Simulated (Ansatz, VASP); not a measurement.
Na2H: VASP beside Ansatz

```
Na H
1.0
     3.29402   -3.28934    0.00000
     3.29402    3.28934    0.00000
     0.00000    0.00000    3.49162
Na H
2 1
Direct
  0.00000 0.50000 0.00000
  0.50000 0.00000 0.00000
  0.50000 0.50000 0.00000
```

Alike in both runs: functional PBE; k mesh 6 × 6 × 8; occupations gaussian, width 0.1 eV; no spin polarisation.

Ansatz relaxed the structure, and its values are those at the end. VASP's run is a single point on that final structure, the one shown.

|  | VASP | Ansatz |
| --- | --- | --- |
| version | VASP 6.6.1 | Ansatz 0.2.0 |
| potentials or method | VASP PAW PBE potentials, release 64 (Na_pv, H) | scalar-relativistic, plane waves, PAW |
| plane-wave cutoff (eV) | 520 | 420 |
| valence electrons in the cell | 15 | 19 |

```csv
,VASP,Ansatz,Ansatz less VASP
gap on the k mesh at the Fermi level (eV),none,none,-
pressure (GPa),0.0,0.0,+0.01
```

A gap of «none» marks a metal or a gap that the smearing closes. The two sets of potentials don't hold the same shells in valence.
